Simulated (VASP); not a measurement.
GaP:

```xyz
2
Lattice="0.0000 2.7184 2.7184 2.7184 0.0000 2.7184 2.7184 2.7184 0.0000" Properties=species:S:1:pos:R:3 pbc="T T T"
Ga    0.0000    0.0000    0.0000
P     4.0776    4.0776    4.0776
```

The cell is a database's computed one.

Base run:

| Item | Value |
| --- | --- |
| Program | VASP 6.6.1 |
| Functional | PBEsol |
| Potentials or basis | VASP PAW PBE potentials, release 64 (Ga_d, P) |
| Cutoff | 700 eV |
| k mesh | 8 × 8 × 8 |
| Occupations | gaussian, width 0.02 eV |
| Spin | no spin polarisation |

Its results: band gap on the k mesh 1.50 eV, indirect (least direct gap 1.81 eV); pressure 0.0 GPa.

Question: After a change of settings the same cell gave: band gap on the k mesh 1.89 eV, indirect (least direct gap 2.41 eV); pressure 0.7 GPa. Which change was it?
A. cutoff from 700 eV to 520 eV; k mesh from 8 × 8 × 8 to 14 × 14 × 14
B. potentials or basis from VASP PAW PBE potentials, release 64 (Ga_d, P) to VASP PAW PBE potentials, release 64 (Ga_h, P_h); cutoff from 700 eV to 900 eV
C. cutoff from 700 eV to 520 eV; occupations from gaussian, width 0.02 eV to gaussian, width 0.5 eV
D. functional from PBEsol to r2SCAN; cutoff from 700 eV to 520 eV

Answer: D.

r2SCAN gives the wider gap, since meta-GGAs in the generalised Kohn-Sham scheme recover part of the derivative discontinuity.

Caveats: the PAW data sets were made with another functional, which shifts forces and pressure a little.
